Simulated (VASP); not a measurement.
Write the native input for VASP 6.6.1 that does the following.

```
Task                    : density of states
Functional              : PBE
Potentials or basis     : VASP PAW PBE potentials, release 64 (Rb_sv)
Cutoff                  : 520 eV
k mesh                  : 10 × 10 × 10
Occupations             : gaussian, width 0.0706 eV
Spin                    : no spin polarisation
Dipole correction       : no
k mesh for the DOS      : 15 × 15 × 15
Occupations for the DOS : tetrahedron
Further INCAR settings  : ALGO = Normal; EDIFF = 1e-06; NBANDS = 10
```

Rb:

```
CELL_PARAMETERS angstrom
0.00000 2.84706 2.84706
2.84706 0.00000 2.84706
2.84706 2.84706 0.00000
ATOMIC_POSITIONS crystal
Rb 0.00000 0.00000 0.00000
```

The cell was built by a generator and needn't be a form met in nature.

These files were run (other wordings do the same):

POSCAR

```
Rb
1.0
    0.0000000000      2.8470630000      2.8470630000
    2.8470630000      0.0000000000      2.8470630000
    2.8470630000      2.8470630000      0.0000000000
Rb
1
Direct
    0.0000000000      0.0000000000      0.0000000000
```

INCAR.step1

```
ALGO = Normal ; EDIFF = 1E-6
ENCUT = 520 ; GGA = PE
ISIF = 2 ; ISMEAR = 0
LASPH = True ; LCHARG = True
LREAL = False ; LWAVE = False
NBANDS = 10 ; NELM = 60
PREC = Accurate ; SIGMA = 0.0706
```

KPOINTS.step1

```
k-points
0
Gamma
  10 10 10
```

INCAR.step2

```
ALGO = Normal ; EDIFF = 1E-6
ENCUT = 520 ; GGA = PE
ICHARG = 11 ; ISIF = 2
ISMEAR = -5 ; LASPH = True
LCHARG = False ; LORBIT = 11
LREAL = False ; LWAVE = False
NBANDS = 10 ; NEDOS = 2001
NELM = 60 ; PREC = Accurate
SIGMA = 0.0706
```

KPOINTS.step2

```
k-points
0
Gamma
  15 15 15
```

Potentials or basis: VASP PAW PBE potentials, release 64 (Rb_sv).

Run with:

```bash
$ cat potpaw_PBE.64/Rb_sv/POTCAR > POTCAR
$ cp INCAR.step1 INCAR
$ cp KPOINTS.step1 KPOINTS
$ mpirun -np 1 vasp_std > vasp.out
$ cp INCAR.step2 INCAR
$ cp KPOINTS.step2 KPOINTS
$ mpirun -np 1 vasp_std > vasp.out
```

Results of the run:

```
Valence electrons inside the program's atomic spheres : Rb 7.32
```

Run time: 42 s on 1 thread of Intel(R) Xeon(R) Platinum 8375C CPU @ 2.90GHz (Ice Lake) (shared host), peak memory 0.18 GiB.
